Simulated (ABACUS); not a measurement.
TePb:

```
Pb Te
1.0
     0.00000    3.23100    3.23100
     3.23100    0.00000    3.23100
     3.23100    3.23100    0.00000
Pb Te
1 1
Cartesian
  0.0000 0.0000 0.0000
  3.2310 3.2310 3.2310
```

| Quantity | Value |
| --- | --- |
| Program | ABACUS 3.10.1 |
| Task | single point |
| Functional | PBE |
| Potentials or basis | PseudoDojo NC SR 0.4.1 PBE standard |
| Cutoff | 1129 eV |
| Density cutoff | 4517 eV |
| Basis | plane waves |
| k mesh | 7 × 7 × 7 |
| Occupations | fermi-dirac, width 0.05 eV |
| Spin | no spin polarisation |

On this cell: pressure 2.1 GPa; largest force zero by symmetry; band gap on the k mesh not listed.

The same run follows on a disturbed copy (atoms moved at random, drawn with an rms of 0.05 Å):

```
Pb Te
1.0
     0.00000    3.23100    3.23100
     3.23100    0.00000    3.23100
     3.23100    3.23100    0.00000
Pb Te
1 1
Direct
  0.99209 0.00797 0.99531
  0.50633 0.50811 0.49049
```

What changes?

The energy moves by +0.5 meV/atom; pressure 2.2 GPa; largest force 0.041 eV/Å; band gap on the k mesh 1.02 eV, direct.

Forces on the atoms (eV/Å):
```
Pb  -0.011  0.022  0.033
Te   0.011 -0.022 -0.033
```

Caveats: spin-orbit coupling is left out, which as a rule narrows the gap of such compounds by several tenths of an eV (some runs); an odd mesh through Γ misses points on the zone boundary, where band edges often lie (some runs).
